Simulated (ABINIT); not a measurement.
# CsSnI3 (Pm-3m) in ABINIT: further runs

The runs below take CsSnI3 through relaxation of cell and atoms, single point, with PBE.

All numbers are computed with ABINIT 10.8.3 (patched build); they aren't measurements. Logs are shortened: lines on timing, memory, paths and dates and some standing lists are left out, and cuts for length are marked. The log counts tension as positive stress, the text compression.

## (1) Starting point

It takes space group Pm-3m (No. 221, cubic). Conventional cell: a = 6.206 Å, b = 6.206 Å, c = 6.206 Å, α = 90.00°, β = 90.00°, γ = 90.00°. Around Cs (site symmetry m-3m) lie 12 I at 4.39 Å. I (site symmetry 4/mmm) is surrounded by 2 Sn at 3.10 Å. Around Sn (site symmetry m-3m) lie 6 I at 3.10 Å.

## (2) Relaxation of cell and atoms, PBE

Contents of run.abi:

```
# Pseudopotentials
pp_dirpath "./"
pseudos "Cs.GGA_PBE-JTH.xml, I.GGA_PBE-JTH.xml, Sn.GGA_PBE-JTH.xml"

# Structure
acell 11.7270734116 11.7270734116 11.7270734116
rprim
     1.0000000000     0.0000000000     0.0000000000
     0.0000000000     1.0000000000     0.0000000000
     0.0000000000     0.0000000000     1.0000000000
ntypat 3
znucl 55 53 50
natom 5
typat 1 2 2 2 3
chkprim 0
chksymtnons 0
tolsym 1.0e-6
xred
            0.0            0.0            0.0
            1/2            1/2            0.0
            1/2            0.0            1/2
            0.0            1/2            1/2
            1/2            1/2            1/2

# Plane-wave basis
ecut 22.0
pawecutdg 44.0
pawxcdev 0
ecutsm 0.5

# k points
kptopt 1
ngkpt 4 4 4
nshiftk 1
shiftk 0.0 0.0 0.0

# Exchange and correlation
ixc 11

# Bands and occupations
nband 27
occopt 3
tsmear 0.05 eV

# SCF cycle
nstep 80
tolvrs 1.0e-10

# Output
iomode 3
prteig 0
prtebands 0
prtwf 0
prtden 0

# Relaxation
ionmov 2
optcell 2
ntime 50
tolmxf 2.0e-5
dilatmx 1.08
```

Potentials or basis: JTH PAW PBE v2.0.

The run is started by

```console
> mpirun --bind-to none -np 4 abinit run.abi > log 2>&1
```

run.abo:

```text
.Version 10.8.3 of ABINIT
 Symmetries : space group Pm -3 m (#221); Bravais cP (primitive cubic)
================================================================================
 Values of the parameters that define the memory need of the present run
     intxc =       0    ionmov =       2      iscf =      17    lmnmax =      18
     lnmax =       6     mgfft =      54  mpssoang =       3    mqgrid =    3782
     natom =       5  nloc_mem =       2    nspden =       1   nspinor =       1
    nsppol =       1      nsym =      48    n1xccc =       1    ntypat =       3
    occopt =       3   xclevel =       2
       mpw =       10035          nfft =      157464          nkpt =          10
Pmy_natom=         2
 PAW method is used; the additional fine FFT grid is defined by:
   mgfftf=        80    nfftf =    512000
================================================================================
================================================================================

--------------------------------------------------------------------------------
------------- Echo of variables that govern the present computation ------------
--------------------------------------------------------------------------------
 -outvars: echo values of preprocessed input variables --------
            acell      1.1727073412E+01  1.1727073412E+01  1.1727073412E+01 Bohr
              amu      1.32905430E+02  1.26904470E+02  1.18710000E+02
          chkprim           0
      chksymtnons           0
          dilatmx      1.08000000E+00
             ecut      2.20000000E+01 Hartree
           ecutsm      5.00000000E-01 Hartree
           ionmov           2
              ixc          11
         kptrlatt        4    0    0      0    4    0      0    0    4
          kptrlen      4.69082936E+01
            natom           5
            nband          27
            ngfft          54      54      54
          ngfftdg          80      80      80
             nkpt          10
            nstep          80
             nsym          48
            ntime          50
           ntypat           3
           occopt           3
          optcell           2
        pawecutdg      4.40000000E+01 Hartree
         pawxcdev           0
           prtden           0
        prtebands           0
           prteig           0
            prtwf           0
          spgroup         221
           tolmxf      2.00000000E-05
           tolsym      1.00000000E-06
           tolvrs      1.00000000E-10
           tsmear      1.83746611E-03 Hartree
            typat      1  2  2  2  3
           useylm           1
           xangst      0.0000000000E+00  0.0000000000E+00  0.0000000000E+00
                       3.1028499979E+00  3.1028499979E+00  0.0000000000E+00
                       3.1028499979E+00  0.0000000000E+00  3.1028499979E+00
                       0.0000000000E+00  3.1028499979E+00  3.1028499979E+00
                       3.1028499979E+00  3.1028499979E+00  3.1028499979E+00
            xcart      0.0000000000E+00  0.0000000000E+00  0.0000000000E+00
                       5.8635367058E+00  5.8635367058E+00  0.0000000000E+00
                       5.8635367058E+00  0.0000000000E+00  5.8635367058E+00
                       0.0000000000E+00  5.8635367058E+00  5.8635367058E+00
                       5.8635367058E+00  5.8635367058E+00  5.8635367058E+00
             xred      0.0000000000E+00  0.0000000000E+00  0.0000000000E+00
                       5.0000000000E-01  5.0000000000E-01  0.0000000000E+00
                       5.0000000000E-01  0.0000000000E+00  5.0000000000E-01
                       0.0000000000E+00  5.0000000000E-01  5.0000000000E-01
                       5.0000000000E-01  5.0000000000E-01  5.0000000000E-01
            znucl       55.00000   53.00000   50.00000

================================================================================

 chkinp: Checking input parameters for consistency.

================================================================================
== DATASET  1 ==================================================================

--- !DatasetInfo
iteration_state: {dtset: 1, }
dimensions: {natom: 5, nkpt: 10, mband: 27, nsppol: 1, nspinor: 1, nspden: 1, mpw: 10035, }
cutoff_energies: {ecut:  22.0, pawecutdg:  44.0, }
electrons: {nelect:   4.40000000E+01, charge:   0.00000000E+00, occopt:   3.00000000E+00, tsmear:   1.83746611E-03, }
meta: {optdriver: 0, ionmov: 2, optcell: 2, iscf: 17, paral_kgb: 0, }
...

 Exchange-correlation functional for the present dataset will be:
  GGA: Perdew-Burke-Ernzerhof functional - ixc=11
  J.P.Perdew, K.Burke, M.Ernzerhof, PRL 77, 3865 (1996)

 Real(R)+Recip(G) space primitive vectors, cartesian coordinates (Bohr,Bohr^-1):
 R(1)= 11.7270734  0.0000000  0.0000000  G(1)=  0.0852728  0.0000000  0.0000000
 R(2)=  0.0000000 11.7270734  0.0000000  G(2)=  0.0000000  0.0852728  0.0000000
[... 536 lines left out ...]
  max grad (force/stress) = 1.1447E-05 < tolmxf= 2.0000E-05 ha/bohr (free atoms)

================================================================================

 ----iterations are completed or convergence reached----

 Mean square residual over all n,k,spin=   40.641E-08; max=  66.987E-06
 reduced coordinates (array xred) for    5 atoms
       0.000000000000      0.000000000000      0.000000000000
       0.500000000000      0.500000000000      0.000000000000
       0.500000000000      0.000000000000      0.500000000000
       0.000000000000      0.500000000000      0.500000000000
       0.500000000000      0.500000000000      0.500000000000
 rms dE/dt=  0.0000E+00; max dE/dt=  0.0000E+00; dE/dt below (all hartree)
    1       0.000000000000      0.000000000000      0.000000000000
    2       0.000000000000      0.000000000000      0.000000000000
    3       0.000000000000      0.000000000000      0.000000000000
    4       0.000000000000      0.000000000000      0.000000000000
    5       0.000000000000      0.000000000000      0.000000000000

 cartesian coordinates (angstrom) at end:
    1      0.00000000000000     0.00000000000000     0.00000000000000
    2      3.15498898037585     3.15498898037585     0.00000000000000
    3      3.15498898037585     0.00000000000000     3.15498898037585
    4      0.00000000000000     3.15498898037585     3.15498898037585
    5      3.15498898037585     3.15498898037585     3.15498898037585

 cartesian forces (hartree/bohr) at end:
    1     -0.00000000000000    -0.00000000000000    -0.00000000000000
    2     -0.00000000000000    -0.00000000000000    -0.00000000000000
    3     -0.00000000000000    -0.00000000000000    -0.00000000000000
    4     -0.00000000000000    -0.00000000000000    -0.00000000000000
    5     -0.00000000000000    -0.00000000000000    -0.00000000000000
 frms,max,avg= 0.0000000E+00 0.0000000E+00   0.000E+00  0.000E+00  0.000E+00 h/b

 cartesian forces (eV/Angstrom) at end:
    1     -0.00000000000000    -0.00000000000000    -0.00000000000000
    2     -0.00000000000000    -0.00000000000000    -0.00000000000000
    3     -0.00000000000000    -0.00000000000000    -0.00000000000000
    4     -0.00000000000000    -0.00000000000000    -0.00000000000000
    5     -0.00000000000000    -0.00000000000000    -0.00000000000000
 frms,max,avg= 0.0000000E+00 0.0000000E+00   0.000E+00  0.000E+00  0.000E+00 e/A
 length scales= 11.924130206335 11.924130206335 11.924130206335 bohr
              =  6.309977960752  6.309977960752  6.309977960752 angstroms
 Fermi (or HOMO) energy (hartree) =  -0.05475   Average Vxc (hartree)=  -0.27102
 Eigenvalues (hartree) for nkpt=  10  k points:
 kpt#   1, nband= 27, wtk=  0.01563, kpt=  0.0000  0.0000  0.0000 (reduced coord)
  -0.87545   -0.87098   -0.87098   -0.87052   -0.87052   -0.87052   -0.53548   -0.51241
  -0.51241   -0.38937   -0.38937   -0.38937   -0.28795   -0.22010   -0.22010   -0.22010
  -0.13678   -0.13678   -0.13678   -0.13201   -0.13201   -0.13201    0.02577    0.06330
   0.06330    0.07558    0.07558
      occupation numbers for kpt#   1
   2.00000    2.00000    2.00000    2.00000    2.00000    2.00000    2.00000    2.00000
   2.00000    2.00000    2.00000    2.00000    2.00000    2.00000    2.00000    2.00000
   2.00000    2.00000    2.00000    2.00000    2.00000    2.00000    0.00000    0.00000
   0.00000    0.00000    0.00000
 prteigrs : prtvol=0 or 1, do not print more k-points.

--- !EnergyTerms
iteration_state     : {dtset: 1, itime: 4, icycle: 1, }
comment             : Components of total free energy in Hartree
kinetic             :  2.71857159833881E+01
hartree             :  4.61675996929516E+01
xc                  : -3.18976610328219E+01
Ewald energy        : -7.76981057815383E+01
psp_core            :  8.50890368009986E+00
local_psp           : -1.17732871307877E+02
PAW spherical_terms :  2.01317595066585E+01
internal            : -1.25334659259139E+02
'-kT*entropy'       : -8.55378826070237E-06
total_energy        : -1.25334667812928E+02
total_energy_eV     : -3.41053005586930E+03
...

--- !EnergyTermsDC
iteration_state     : {dtset: 1, itime: 4, icycle: 1, }
comment             : '"Double-counting" decomposition of free energy'
band_energy         : -1.93233264374120E+01
Ewald energy        : -7.76981057815383E+01
psp_core            :  8.50890368009986E+00
xc_dc               : -5.71179216824388E+01
PAW spherical_terms :  2.02957915458719E+01
internal            : -1.25334658675417E+02
'-kT*entropy'       : -8.55378826070237E-06
total_energy_dc     : -1.25334667229206E+02
total_energy_dc_eV  : -3.41053003998541E+03
...

--- !EnergyTermsWithPAWCore
iteration_state     : {dtset: 1, itime: 4, icycle: 1, }
comment             : 'Components of total free energy, including PAW core contributions'
Total energy        : -3.53138291737214E+04
Total energy DC     : -3.53138291731376E+04
Total energy (eV)   : -9.60938245470724E+05
Total energy DC (eV): -9.60938245454840E+05
...

 Cartesian components of stress tensor (hartree/bohr^3)
  sigma(1 1)= -1.14469549E-07  sigma(3 2)=  0.00000000E+00
  sigma(2 2)= -1.14469549E-07  sigma(3 1)=  0.00000000E+00
  sigma(3 3)= -1.14469549E-07  sigma(2 1)=  0.00000000E+00

-Cartesian components of stress tensor (GPa)         [Pressure=  3.3678E-03 GPa]
- sigma(1 1)= -3.36781039E-03  sigma(3 2)=  0.00000000E+00
- sigma(2 2)= -3.36781039E-03  sigma(3 1)=  0.00000000E+00
- sigma(3 3)= -3.36781039E-03  sigma(2 1)=  0.00000000E+00

== END DATASET(S) ==============================================================
================================================================================

 -outvars: echo values of variables after computation  --------
            acell      1.1924130206E+01  1.1924130206E+01  1.1924130206E+01 Bohr
           etotal     -1.2533466723E+02
            fcart     -0.0000000000E+00 -0.0000000000E+00 -0.0000000000E+00
                      -0.0000000000E+00 -0.0000000000E+00 -0.0000000000E+00
                      -0.0000000000E+00 -0.0000000000E+00 -0.0000000000E+00
                      -0.0000000000E+00 -0.0000000000E+00 -0.0000000000E+00
                      -0.0000000000E+00 -0.0000000000E+00 -0.0000000000E+00
           strten     -1.1446954859E-07 -1.1446954860E-07 -1.1446954861E-07
                       0.0000000000E+00  0.0000000000E+00  0.0000000000E+00
           xangst      0.0000000000E+00  0.0000000000E+00  0.0000000000E+00
                       3.1549889804E+00  3.1549889804E+00  0.0000000000E+00
                       3.1549889804E+00  0.0000000000E+00  3.1549889804E+00
                       0.0000000000E+00  3.1549889804E+00  3.1549889804E+00
                       3.1549889804E+00  3.1549889804E+00  3.1549889804E+00
             xred      0.0000000000E+00  0.0000000000E+00  0.0000000000E+00
                       5.0000000000E-01  5.0000000000E-01  0.0000000000E+00
                       5.0000000000E-01  0.0000000000E+00  5.0000000000E-01
                       0.0000000000E+00  5.0000000000E-01  5.0000000000E-01
                       5.0000000000E-01  5.0000000000E-01  5.0000000000E-01
 Calculation completed.
```

Wall time 2.7 min (4 MPI ranks of Arm Neoverse V1, shared host); peak memory 1 GiB.

Results:

* Free energy: -3410.5300 eV
* Relaxed volume: 50.25 Å³/atom
* Relaxed cell: a = 6.310 Å, b = 6.310 Å, c = 6.310 Å, α = 90.00°, β = 90.00°, γ = 90.00°
* Space group after relaxing (to 0.05 Å): Pm-3m (No. 221)
* Energy gained by relaxing: 5.9 meV/atom
* Ionic steps: 4
* Pressure after relaxing: 0.0 GPa
* Band gap on the k mesh: 0.50 eV, direct

The path:
```tsv
step	energy change (eV)	largest force (eV/Å)	pressure (GPa)	volume (Å³)
1	0.0000	0.0000	0.86	238.99
2	-0.0032	0.0000	0.81	239.61
3	-0.0296	0.0000	0.03	250.77
4	-0.0296	0.0000	0.00	251.24
```

Final structure:
```
CELL_PARAMETERS angstrom
6.30998 0.00000 0.00000
0.00000 6.30998 0.00000
0.00000 0.00000 6.30998
ATOMIC_POSITIONS crystal
Cs 0.00000 0.00000 0.00000
I 0.50000 0.50000 0.00000
I 0.50000 0.00000 0.50000
I 0.00000 0.50000 0.50000
Sn 0.50000 0.50000 0.50000
```

Caveat: spin-orbit coupling is left out, which moves the levels of the heavy elements. Zero-point motion and thermal expansion aren't in these numbers.

## (3) Single point, PBE (cell relaxed)

Contents of run.abi:

```
# Pseudopotentials
pp_dirpath "./"
pseudos "Cs.GGA_PBE-JTH.xml, I.GGA_PBE-JTH.xml, Sn.GGA_PBE-JTH.xml"

# Structure
acell 3*1.0
rprim
    11.9241302157     0.0000000000     0.0000000000
     0.0000000000    11.9241302157     0.0000000000
     0.0000000000     0.0000000000    11.9241302157
ntypat 3
znucl 55 53 50
natom 5
typat 1 2 2 2 3
xcart
     0.0000000000     0.0000000000     0.0000000000
     5.9620651079     5.9620651079     0.0000000000
     5.9620651079     0.0000000000     5.9620651079
     0.0000000000     5.9620651079     5.9620651079
     5.9620651079     5.9620651079     5.9620651079
chkprim 0
chksymtnons 0
tolsym 1.0e-6

# Plane-wave basis
ecut 598.650497 eV
pawecutdg 44.0
pawxcdev 0

# k points
kptopt 1
ngkpt 4 4 4
nshiftk 1
shiftk 0.0 0.0 0.0

# Exchange and correlation
ixc 11

# Bands and occupations
nband 27
occopt 3
tsmear 0.00183747

# SCF cycle
nstep 100
tolvrs 1.0e-9

# Output
iomode 3
prtwf 0
prtden 0
prteig 0
prtebands 0
enunit 1
```

Potentials or basis: JTH PAW PBE v2.0.

The run is started by

```console
> mpirun --bind-to none -np 4 abinit run.abi > log 2>&1
```

run.abo:

```text
.Version 10.8.3 of ABINIT
 Symmetries : space group Pm -3 m (#221); Bravais cP (primitive cubic)
================================================================================
 Values of the parameters that define the memory need of the present run
     intxc =       0    ionmov =       0      iscf =      17    lmnmax =      18
     lnmax =       6     mgfft =      54  mpssoang =       3    mqgrid =    3561
     natom =       5  nloc_mem =       2    nspden =       1   nspinor =       1
    nsppol =       1      nsym =      48    n1xccc =       1    ntypat =       3
    occopt =       3   xclevel =       2
       mpw =        8388          nfft =      157464          nkpt =          10
Pmy_natom=         2
 PAW method is used; the additional fine FFT grid is defined by:
   mgfftf=        72    nfftf =    373248
================================================================================
================================================================================

--------------------------------------------------------------------------------
------------- Echo of variables that govern the present computation ------------
--------------------------------------------------------------------------------
 -outvars: echo values of preprocessed input variables --------
            acell      1.0000000000E+00  1.0000000000E+00  1.0000000000E+00 Bohr
              amu      1.32905430E+02  1.26904470E+02  1.18710000E+02
          chkprim           0
      chksymtnons           0
             ecut      2.20000000E+01 Hartree
           enunit           1
[... 272 lines left out ...]
  sigma(1 1)=  2.94931503E-06  sigma(3 2)=  0.00000000E+00
  sigma(2 2)=  2.94931503E-06  sigma(3 1)=  0.00000000E+00
  sigma(3 3)=  2.94931503E-06  sigma(2 1)=  0.00000000E+00

-Cartesian components of stress tensor (GPa)         [Pressure= -8.6772E-02 GPa]
- sigma(1 1)=  8.67718439E-02  sigma(3 2)=  0.00000000E+00
- sigma(2 2)=  8.67718439E-02  sigma(3 1)=  0.00000000E+00
- sigma(3 3)=  8.67718439E-02  sigma(2 1)=  0.00000000E+00

== END DATASET(S) ==============================================================
================================================================================

 -outvars: echo values of variables after computation  --------
            acell      1.0000000000E+00  1.0000000000E+00  1.0000000000E+00 Bohr
           etotal     -1.2533471450E+02
            fcart     -0.0000000000E+00 -0.0000000000E+00 -0.0000000000E+00
                      -0.0000000000E+00 -0.0000000000E+00 -0.0000000000E+00
                      -0.0000000000E+00 -0.0000000000E+00 -0.0000000000E+00
                      -0.0000000000E+00 -0.0000000000E+00 -0.0000000000E+00
                      -0.0000000000E+00 -0.0000000000E+00 -0.0000000000E+00
            rprim      1.1924130216E+01  0.0000000000E+00  0.0000000000E+00
                       0.0000000000E+00  1.1924130216E+01  0.0000000000E+00
                       0.0000000000E+00  0.0000000000E+00  1.1924130216E+01
           strten      2.9493150277E-06  2.9493150277E-06  2.9493150277E-06
                       0.0000000000E+00  0.0000000000E+00  0.0000000000E+00
           xangst      0.0000000000E+00  0.0000000000E+00  0.0000000000E+00
                       3.1549889829E+00  3.1549889829E+00  0.0000000000E+00
                       3.1549889829E+00  0.0000000000E+00  3.1549889829E+00
                       0.0000000000E+00  3.1549889829E+00  3.1549889829E+00
                       3.1549889829E+00  3.1549889829E+00  3.1549889829E+00
             xred      0.0000000000E+00  0.0000000000E+00  0.0000000000E+00
                       5.0000000000E-01  5.0000000000E-01  0.0000000000E+00
                       5.0000000000E-01  0.0000000000E+00  5.0000000000E-01
                       0.0000000000E+00  5.0000000000E-01  5.0000000000E-01
                       5.0000000000E-01  5.0000000000E-01  5.0000000000E-01
 Calculation completed.
```

It took 38 s on 4 MPI ranks of Arm Neoverse V1, shared host; peak memory 0.8 GiB.

What came out:

```
Free energy                                           : -3410.5313 eV
Pressure                                              : -0.1 GPa
Band gap on the k mesh                                : 0.50 eV, direct
Valence electrons inside the program's atomic spheres : Cs 5.34; I 3.95; Sn 11.72
```

Levels at points of the mesh, in eV from the valence-band top:
```tsv
k point	band 19	band 20	band 21	band 22	band 23	band 24	band 25	band 26
(0.00, 0.00, 0.00)	-2.01	-1.88	-1.88	-1.88	2.41	3.43	3.43	3.77
(0.50, 0.00, 0.00)	-2.16	-1.98	-1.98	-1.42	1.24	3.88	4.14	4.31
(0.50, 0.50, 0.00)	-2.29	-2.25	-1.48	-0.70	0.92	0.92	3.98	4.42
(0.50, 0.50, 0.50)	-1.47	-1.47	-1.47	0.00	0.50	0.50	0.50	3.26
```

Caveat: spin-orbit coupling is left out, which moves the levels of the heavy elements; the cell was measured hot, at 500 K. A k mesh can miss the band edges.
